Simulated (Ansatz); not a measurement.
# Ti12Si: the cost of one run

Program: Ansatz 0.2.0. Level of theory: DFT PBE+D3(BJ), scalar-relativistic, plane waves, PAW. These are calculated values, not measurements.

2 further runs of the same task are left out: 2 set aside as unsound or not needed.

**1. The starting structure**

The structure is cubic, space group Fm-3m (No. 225). Conventional cell: a = 4.038 Å, b = 4.038 Å, c = 4.038 Å, α = 90.00°, β = 90.00°, γ = 90.00°. Ti (site symmetry m-3m) is surrounded by 12 Ti at 2.85 Å.

As a file:

```xyz
1
Lattice="0.0000 2.0188 2.0188 2.0188 0.0000 2.0188 2.0188 2.0188 0.0000" Properties=species:S:1:pos:R:3 pbc="T T T"
Ti    0.0000    0.0000    0.0000
```

It is the result of an earlier relaxation at this level (volume 16.45 Å³/atom; gap on the mesh: none (metal)).

**2. Setting up the map**

Atoms count from 1 in the order of the input.

Si is moved over the surface cell at a fixed height above a rigid substrate; the origin of the map has the adsorbate above Ti9; the height is held at 2.50 Å.

The axes are (1) position of Si13 along the first surface vector, from above Ti9: 6 values from 0.000 to 0.833, periodic; (2) position of Si13 along the second surface vector, from above Ti9: 6 values from 0.000 to 0.833, periodic.

Nothing else is relaxed. Points are written as (first, second).

The two vectors of the plane (Å): (2.855, 0.000, 0.000); (-1.427, 2.473, 0.000).

**3. Point (0/6, 2/6) of the map's two axes**

The cell repeats along c, and a dipole correction in the vacuum removes the field between the copies.

Input file input.yaml:

```yaml
crystal:
  lattice:
    - [5.7099611434, 0.0, 0.0]
    - [-2.8549805717, 4.9449714048, 0.0]
    - [0.0, 0.0, 21.5932633302]
  atoms:
    - { symbol: Ti, position: [0.3333333333, 0.1666666667, 0.1852429593] }
    - { symbol: Ti, position: [0.3333333333, 0.6666666667, 0.1852429593] }
    - { symbol: Ti, position: [0.8333333333, 0.1666666667, 0.1852429593] }
    - { symbol: Ti, position: [0.8333333333, 0.6666666667, 0.1852429593] }
    - { symbol: Ti, position: [0.1666666667, 0.3333333333, 0.2894365806] }
    - { symbol: Ti, position: [0.1666666667, 0.8333333333, 0.2894365806] }
    - { symbol: Ti, position: [0.6666666667, 0.3333333333, 0.2894365806] }
    - { symbol: Ti, position: [0.6666666667, 0.8333333333, 0.2894365806] }
    - { symbol: Ti, position: [0.0, 0.0, 0.3933293083] }
    - { symbol: Ti, position: [0.0, 0.5, 0.3933293083] }
    - { symbol: Ti, position: [0.5, 0.0, 0.3933293083] }
    - { symbol: Ti, position: [0.5, 0.5, 0.3933293083] }
    - { symbol: Si, position: [0.0, 0.1666666667, 0.5091061579] }
basis:
  ecutwfc: 420
kpoints:
  mp_grid: { grid: [6, 6, 1] }
hamiltonian:
  xc: pbe
  pseudopotentials: { kind: paw, azcp: { folder: soft_1 } }
  dispersion: d3bj
scf:
  occupations: { method: gaussian, width: 0.1 }
output:
  forces: true
  eigenvalues: true
  write_density: true
  write_potential: true
  elf: true
  volumetric_format: npy
efield:
  axis: 3
  dipole_correction: true
  ramp_width: 0.04
```

Run with:

```console
$ ansatz run input.yaml --threads 2 --pin off --max-ram 6144MiB --backend cpu --events-out ev --progress --plain --runs-dir out
```

What time and memory should one allow on 2 threads of AMD EPYC 9R45 (Zen 5), shared host?

About 27 s, with a peak of 1.5 GiB.
